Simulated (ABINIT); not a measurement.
The system is MgO.

```
CELL_PARAMETERS angstrom
3.30779 0.00000 0.00000
-1.65389 2.86463 0.00000
0.00000 0.00000 4.98288
ATOMIC_POSITIONS crystal
Mg 0.66667 0.33333 0.50216
Mg 0.33333 0.66667 0.00216
O 0.66667 0.33333 0.90244
O 0.33333 0.66667 0.40244
```

Measurements of this composition are mostly on another form, of space group No. 225.

Base run:

| Item | Value |
| --- | --- |
| Program | ABINIT 10.8.3 (patched build) |
| Functional | PBE |
| Potentials or basis | JTH PAW PBE v2.0 |
| Cutoff | 626 eV |
| k mesh | 9 × 9 × 6 |
| Occupations | fermi-dirac, width 0.05 eV |
| Spin | no spin polarisation |

Its results: band gap on the k mesh 3.47 eV, direct; pressure 3.4 GPa.

After a change of settings the same cell gave: band gap on the k mesh 3.35 eV, direct; pressure 0.5 GPa. Which change was it?
A. functional from PBE to r2SCAN; cutoff from 626 eV to 762 eV; fine-grid cutoff from 1224.51 eV to 1360.57 eV
B. functional from PBE to PBEsol
C. functional from PBE to LDA; potentials or basis from JTH PAW PBE v2.0 to JTH PAW LDA v2.0

B.

PBEsol binds more tightly than PBE, so the same cell stands under less pressure.

Caveats: the PAW data sets were made with another functional, which shifts forces and pressure a little (some runs).
